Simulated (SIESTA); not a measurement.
Runs of SIESTA 5.4.2 on Hf. The structure is cubic, space group Fm-3m (No. 225). Conventional cell: a = 4.440 Å, b = 4.440 Å, c = 4.440 Å, α = 90.00°, β = 90.00°, γ = 90.00°. Hf (site symmetry m-3m) is surrounded by 12 Hf at 3.14 Å. This isn't the form of Hf at room conditions, which is hcp.

| task | level | potentials or basis | gap on the mesh (eV) | pressure (GPa) |
| --- | --- | --- | --- | --- |
| single point | LDA | PseudoDojo 0.4 standard (LDA files), DZP (energy shift 0.003 Ry; two zetas on semicore shells) | none | -5.8 |
| band structure | PBEsol | PseudoDojo 0.4 standard (PBEsol files), TZP (energy shift 0.003 Ry; two zetas on semicore shells) | none | -1.3 |
| band structure | PBEsol | PseudoDojo 0.4 standard (PBEsol files), SZ (energy shift 0.003 Ry) | none | -13.8 |
| band structure | PBEsol | PseudoDojo 0.4 standard (PBEsol files), TZDP (energy shift 0.003 Ry; two zetas on semicore shells) | none | (a) |
| band structure | PBEsol | PseudoDojo 0.4 standard (PBEsol files), SZP (energy shift 0.003 Ry) | none | (b) |
| band structure | PBEsol | PseudoDojo 0.4 standard (PBEsol files), DZP (energy shift 0.003 Ry; two zetas on semicore shells) | none | -0.7 |
| band structure | PBEsol | PseudoDojo 0.4 standard (PBEsol files), DZ (energy shift 0.003 Ry; two zetas on semicore shells) | none | -1.0 |
| single point | PBEsol | PseudoDojo 0.4 standard (PBEsol files), DZP (energy shift 0.003 Ry; two zetas on semicore shells) | none | -0.7 |

Alike in all rows: no spin polarisation; cell as given; k mesh 10 × 10 × 10; smearing fermi-dirac 0.05 eV; grid cutoff 800 Ry; energy shift 0.003 Ry.

Question: Fill in the values left out.

Answer: (a) -1.2; (b) -1.5.

Caveats: short orbitals over semicore shells can move pressures by several GPa; the basis of atomic orbitals isn't converged, which shifts pressures, moduli and gaps; spin-orbit coupling is left out, which moves the levels of the heavy elements (some runs); the basis has no polarisation orbitals (some runs).

A k mesh can miss the band edges, and the runs leave out spin-orbit coupling on Hf.

A gap of «none» marks a metal or a gap under the smearing width.
